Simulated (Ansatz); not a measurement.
# SiC: the cost of one run

Computed with Ansatz 0.2.0 (DFT PBE, scalar-relativistic, plane waves, PAW, unless a step's input says otherwise).

## 1. The starting structure

It takes space group P6_3mc (No. 186, hexagonal). The conventional cell has a = 3.094 Å, b = 3.094 Å, c = 10.129 Å, α = 90.00°, β = 90.00°, γ = 120.00°. Si (site symmetry 3m) is surrounded by 4 C at 1.90 Å. Around Si (site symmetry 3m) lie 4 C at 1.89 to 1.90 Å. Around C (site symmetry 3m) lie 4 Si at 1.89 to 1.90 Å. C (site symmetry 3m) has 4 Si at 1.90 Å in its first shell of neighbours.

As a file:

```cif
data_structure
_symmetry_space_group_name_H-M 'P 1'
_symmetry_Int_Tables_number 1
_cell_length_a 3.0941
_cell_length_b 3.0941
_cell_length_c 10.1293
_cell_angle_alpha 90.000
_cell_angle_beta 90.000
_cell_angle_gamma 120.000
_cell_volume 83.98
loop_
_atom_site_label
_atom_site_type_symbol
_atom_site_fract_x
_atom_site_fract_y
_atom_site_fract_z
_atom_site_occupancy
Si1 Si 0.66667 0.33333 0.93784 1
Si2 Si 0.33333 0.66667 0.43784 1
Si3 Si 0.00000 0.00000 0.68790 1
Si4 Si 0.00000 0.00000 0.18790 1
C1 C 0.66667 0.33333 0.74981 1
C2 C 0.33333 0.66667 0.24981 1
C3 C 0.00000 0.00000 0.50045 1
C4 C 0.00000 0.00000 0.00045 1
```

It goes back to an entry of the Materials Project.

This cell was relaxed beforehand with the same method: volume 10.50 Å³/atom, gap on the mesh 2.22 eV.

## 2. The reference cell

Reference values: F = -3548.6464 eV; pressure 0.00 GPa; largest force 0.000 eV/Å; gap on the mesh 2.22 eV. It was computed beforehand with the settings of the runs below.

## 3. Harmonic modes of this cell

Input file input.yaml:

```yaml
crystal:
  lattice:
    - [3.0941201807, 0.0, 0.0]
    - [-1.5470600903, 2.6795866789, 0.0]
    - [0.0, 0.0, 10.1293391985]
  atoms:
    - { symbol: Si, position: [0.6666666667, 0.3333333333, 0.9378441878] }
    - { symbol: Si, position: [0.3333333333, 0.6666666667, 0.4378441878] }
    - { symbol: Si, position: [0.0, 0.0, 0.6878995565] }
    - { symbol: Si, position: [0.0, 0.0, 0.1878995565] }
    - { symbol: C, position: [0.6666666667, 0.3333333333, 0.7498074459] }
    - { symbol: C, position: [0.3333333333, 0.6666666667, 0.2498074459] }
    - { symbol: C, position: [0.0, 0.0, 0.5004478098] }
    - { symbol: C, position: [0.0, 0.0, 0.0004478098] }
basis:
  ecutwfc: 420
kpoints:
  mp_grid: { grid: [12, 12, 4] }
hamiltonian:
  xc: pbe
scf:
  occupations: { method: gaussian, width: 0.05 }
output:
  eigenvalues: true
phonons:
  method: fd
  supercell: [1, 1, 1]
  amplitude: 0.02
  eigenvectors: true
  dielectric: false
```

Run with:

```sh
> ansatz run input.yaml --threads 2 --pin off --max-ram 5120MiB --backend cpu --events-out ev --progress --plain --runs-dir out
```

**Question.** How long does this run take on 2 threads of Intel Xeon 6975P-C (Granite Rapids), shared host, and how much memory does it need?

About 48 s, with a peak of 0.62 GiB.
